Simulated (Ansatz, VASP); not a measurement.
Mo: VASP beside Ansatz

```
Mo
1.0
     0.00000   -1.98040   -1.98040
     1.98040    0.00000   -1.98040
     1.98040   -1.98040    0.00000
Mo
1
Cartesian
  0.0000 0.0000 0.0000
```

Alike in both runs: functional PBEsol; k mesh 18 × 18 × 18; occupations gaussian, width 0.1 eV; no spin polarisation.

Ansatz relaxed the structure, and its values are those at the end. VASP's run is a single point on that final structure, the one shown.

|  | VASP | Ansatz |
| --- | --- | --- |
| version | VASP 6.6.1 | Ansatz 0.2.0 |
| potentials or method | VASP PAW PBE potentials, release 64 (Mo_sv) | scalar-relativistic, plane waves, PAW |
| plane-wave cutoff (eV) | 520 | 420 |
| valence electrons in the cell | 14 | 14 |

Ansatz gave:

```
gap on the k mesh at the Fermi level (eV) : none
pressure (GPa)                            : 0.0
```

Which values does VASP return?

gap on the k mesh at the Fermi level (eV): none; pressure (GPa): 0.5.

A gap of «none» marks a metal or a gap that the smearing closes.

Caveats: the PAW data sets were made with another functional, which shifts forces and pressure a little (VASP).
